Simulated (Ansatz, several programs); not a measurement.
BeTe in the zincblende structure, relaxed with r2SCAN in Ansatz (plane waves, PAW): the symmetry is F-43m (No. 216, cubic); a = 5.657 Å in the conventional setting, 22.63 Å³ an atom. Be has 4 Te at 2.45 Å; Te has 4 Be at 2.45 Å. The cell was then scaled with its shape and fractional coordinates held. (Simulation; spin polarisation is off.)

```
V (Å³/atom)  E (meV/atom)
     21.274         17.02
     22.632          0.00
     23.311          3.45
     23.990         13.42
```

**Question.** Pass a cubic E = c₀ + c₁u + c₂u² + c₃u³, with u = V − 22.802 Å³, through these points.

**Answer.** c₀ = 0.19, c₁ = +2.500, c₂ = 7.957, c₃ = -0.5803 (meV and Å³).

**Question.** Where is the minimum, and what bulk modulus follows?

**Answer.** dE/du = 0 at u = -0.155, so V₀ = 22.65 Å³. B = V₀ d²E/dV² = 22.65 × (2c₂ + 6c₃u) = 22.65 × 16.452 = 373 meV/Å³, and 1 meV/Å³ is 0.16022 GPa: 60 GPa. A third-order Birch-Murnaghan fit to all five points gives 22.65 Å³ and 59 GPa.

**Question.** Predict the energy and the pressure at the withheld volume, 21.953 Å³.

**Answer.** With u = -0.849: E ≈ 4.16 meV and P = −dE/dV ≈ +1.97 GPa. The run gives 4.12 meV and, from its stress, +1.96 GPa.
